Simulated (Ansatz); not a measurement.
A trial cell of TaN, before relaxation:

```
Ta N
1.0
     3.89595    0.00000    0.00000
    -1.94798    3.37399    0.00000
     0.00000    0.00000    3.92074
Ta N
2 2
Direct
  0.33333 0.66667 0.03402
  0.66667 0.33333 0.96598
  0.00000 0.00000 0.65791
  0.00000 0.00000 0.34209
```

Method: DFT PBE, scalar-relativistic, plane waves, PAW (Ansatz). Cutoff 420 eV, Gaussian smearing, Γ-centred meshes. Cell and atoms relax first on a coarse mesh and then on a finer one. In between, the cell is made exact in the group found at 0.06 Å. In metals the finer mesh still leaves noise of several meV/atom or more. The steps can't lower the symmetry of their start. No spin polarisation in the relaxation; trial moments died out in a coarse test.

A guess keeps its type if space group and coordination stay and the shape of the cell changes little (axis ratios within about 15 %, angles within 6°); the volume may change.

**Question.** Does this structure survive the relaxation?

**Answer.** It doesn't keep its type. The symmetry stays P-3m1 (No. 164). The volume per atom shrinks by 1.4 %, from 12.9 to 12.7 Å³. The shortest distance goes from 1.24 Å (N–N) to 1.43 Å (N–N). The ratio c/a of the conventional cell changes by a factor of 1.99. Counting neighbours within 15 % of an atom's shortest distance, the start has N 1, Ta 6 and the end N 1, Ta 3. In detail, at the end around Ta lie 3 N at 2.14 Å and 9 Ta at 2.95–3.08 Å; around N lie 1 N at 1.43 Å and 3 Ta at 2.14 Å.

```xyz
4
Lattice="3.0838 0.0000 0.0000 -1.5419 2.6706 0.0000 0.0000 0.0000 6.1703" Properties=species:S:1:pos:R:3 pbc="T T T"
Ta    0.0000    1.7804    1.1771
Ta    1.5419    0.8902    4.9931
N     0.0000    0.0000    3.7995
N     0.0000    0.0000    2.3707
```

The last run used an 18×18×8 mesh (in the run's order of axes) for its 4-atom cell and Gaussian smearing of 0.10 eV. Spin–orbit coupling, which can matter for Ta, is left out. Symmetry constrained the relaxation, so the result can be a saddle point. Another cell of TaN relaxed alike, in P-6m2 (a cell as deposited in COD), lies 0.77 eV/atom lower, so this cell isn't the stable form at this level.
